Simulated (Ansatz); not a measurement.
Input of an Ansatz 0.2.0 run:

Contents of input.yaml:

```yaml
crystal:
  lattice:
    - [4.105182, 0.0, 0.0]
    - [0.0, 4.105182, 0.0]
    - [0.0, 0.0, 2.891313]
  atoms:
    - { symbol: Cu, position: [0.0, 0.0, 0.0] }
    - { symbol: Al, position: [0.0, 0.5, 0.5] }
    - { symbol: Al, position: [0.5, 0.0, 0.5] }
kpoints:
  mp_grid: { grid: [7, 7, 9] }
  band_path:
    path:
      - [0.0, 0.0, 0.0]
      - [0.0, 0.5, 0.0]
      - [0.5, 0.5, 0.0]
      - [0.0, 0.0, 0.0]
      - [0.0, 0.0, 0.5]
      - [0.0, 0.5, 0.5]
      - [0.5, 0.5, 0.5]
      - [0.0, 0.0, 0.5]
    npoints: 6
scf:
  occupations: { method: fermi_dirac, width: 0.05 }
hamiltonian:
  xc: pbesol
  pseudopotentials:
    kind: all_electron
    lapw: { basis_error: 0.002 }
    dirac_shells: { Al: ["2p"], Cu: ["2p"] }
output:
  forces: true
  stress: true
  eigenvalues: true
```

Potentials or basis: all-electron LAPW, inner shells corrected to Dirac's equation.

Command:

```console
$ ansatz run input.yaml --threads 2 --pin off --max-ram 8192MiB --backend cpu --events-out ev --progress --plain --runs-dir out
```

Problem. What does it give for the band gap along the path?

Solution. None (metal or under the smearing width).

Problem. Estimate the pressure.

Solution. -2.4 GPa.

Stress tensor (GPa, compression positive):
```
-1.90  0.00  0.00
 0.00 -1.90  0.00
 0.00  0.00 -3.26
```
